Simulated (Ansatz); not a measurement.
# Straining TiAl

These are results of Ansatz, DFT PBEsol, scalar-relativistic, plane waves, PAW, not measurements. Run with 420 eV cutoff, 18×18×14 k-mesh, Gaussian smearing of 0.10 eV, no spin polarisation.

The relaxed crystal:

```
CELL_PARAMETERS angstrom
2.79464 0.00000 0.00000
0.00000 2.79464 0.00000
0.00000 0.00000 4.04114
ATOMIC_POSITIONS crystal
Ti 0.50000 0.50000 0.50000
Al 0.00000 0.00000 0.00000
```

Deformation: shear that moves c along a by the strain times its height over the a-b plane, the cell held and the atoms relaxed, all within the symmetry that the strain leaves. Energies are extrapolated to zero smearing.

| strain (%) | ΔE (meV/atom) | a (Å) | b (Å) | c (Å) |
| --- | --- | --- | --- | --- |
| +0.0 | 0.0 | 2.795 | 2.795 | 4.041 |
| +1.5 | 1.3 | 2.795 | 2.795 | 4.042 |
| +3.0 | 5.3 | 2.795 | 2.795 | 4.043 |
| +4.5 | 11.9 | 2.795 | 2.795 | 4.045 |
| +6.0 | 21.2 | 2.795 | 2.795 | 4.048 |
| +9.0 | 47.3 | 2.795 | 2.795 | 4.057 |

Question: What stiffness (1/V) d²E/dε² at zero strain does a cubic fit over all points give?

Answer: A cubic fit gives (1/V) d²E/dε² = 122 GPa at zero strain (the shear constant for this plane and direction).